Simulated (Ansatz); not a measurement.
Ni:

```
Ni
1.0
     2.44802    0.00000    0.00000
    -1.22401    2.12005    0.00000
     0.00000    0.00000    4.07281
Ni
2
Direct
  0.66667 0.33333 0.75000
  0.33333 0.66667 0.25000
```

This isn't the form of Ni at room conditions, which is fcc.

```yaml
Program: Ansatz 0.2.0
Task: relaxation of cell and atoms
Functional: RPBE
Dispersion: D3(BJ)
Potentials_or_basis: Ansatz PAW
Cutoff: "420 eV (not typed: the program's choice for these potentials)"
k_mesh: 12 × 12 × 7
Occupations: fermi-dirac, width 0.05 eV
Spin: collinear spin, ferromagnetic start
Starting_moments: "[1.0, 1.0] μB"
```

At the start: volume 10.57 Å³/atom.

Question: How do energy, volume and symmetry change on relaxing?

Answer: It ends after 8 steps and the volume is 9.61 Å³/atom (-9.1 %); space group P6_3/mmc (No. 194, to 0.05 Å); moment 1.23 μB per cell.

Step by step:
| step | energy change (eV) | largest force (eV/Å) | volume (Å³) |
| --- | --- | --- | --- |
| 1 | 0.0000 | 0.0000 | 21.14 |
| 2 | -0.1078 | 0.0000 | 20.14 |
| 3 | -0.1430 | 0.0000 | 19.02 |
| 4 | -0.1448 | 0.0000 | 19.23 |
| 5 | -0.1449 | 0.0000 | 19.21 |
| 6 | -0.1428 | 0.0000 | 19.21 |
| 7 | -0.1428 | 0.0000 | 19.22 |
| 8 | -0.1428 | 0.0000 | 19.22 |

Final structure:
```cif
data_structure
_symmetry_space_group_name_H-M 'P 1'
_symmetry_Int_Tables_number 1
_cell_length_a 2.3839
_cell_length_b 2.3839
_cell_length_c 3.9060
_cell_angle_alpha 90.000
_cell_angle_beta 90.000
_cell_angle_gamma 120.000
_cell_volume 19.22
loop_
_atom_site_label
_atom_site_type_symbol
_atom_site_fract_x
_atom_site_fract_y
_atom_site_fract_z
_atom_site_occupancy
Ni1 Ni 0.66667 0.33333 0.75000 1
Ni2 Ni 0.33333 0.66667 0.25000 1
```

Caveat: the plane-wave basis is chosen anew once the cell has moved, so the energies of steps on either side of that aren't comparable; pairwise dispersion overbinds metals, which lowers pressure and volume; the PAW data sets come from PBE, with cores solved anew for the run's functional, which leaves a small shift of forces and pressure.
